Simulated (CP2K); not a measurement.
## KCl (Sylvite) in CP2K: the effect of functional

KCl (Sylvite):

```
K Cl
1.0
     4.44978    0.00000    0.00000
     2.22489    3.85362    0.00000
     2.22489    1.28454    3.63323
K Cl
1 1
Direct
  0.00000 0.00000 0.00000
  0.50000 0.50000 0.50000
```

Alike in all runs:

* Program: CP2K 2026.2
* Task: band structure
* Potentials or basis: POTENTIAL_UZH K GTH-PBE-q9, Cl GTH-PBE-q7; TZVP-MOLOPT-PBE-GTH basis
* Density cutoff: 9184 eV
* k mesh: 7 × 7 × 7
* Occupations: fermi-dirac, width 0.05 eV
* Spin: no spin polarisation

```tsv
functional	gap on the mesh (eV)	pressure (GPa)
PBE	?	?
LDA	4.69	-1.7
PBEsol	4.98	-0.3
vdW-DF-cx	5.23	0.1
vdW-DF2	4.92	0.4
optB88-vdW	5.05	-0.4
HLE17	6.87	0.2
```

Question: What does the run with functional PBE give?

Answer: gap on the mesh 5.16 eV; pressure 0.8 GPa.

Caveats: the basis of atomic orbitals isn't converged, which shifts pressures, moduli and gaps; the potentials were made for another functional, which shifts forces and pressure (some runs); the potentials were made for a functional far from this one (some runs).

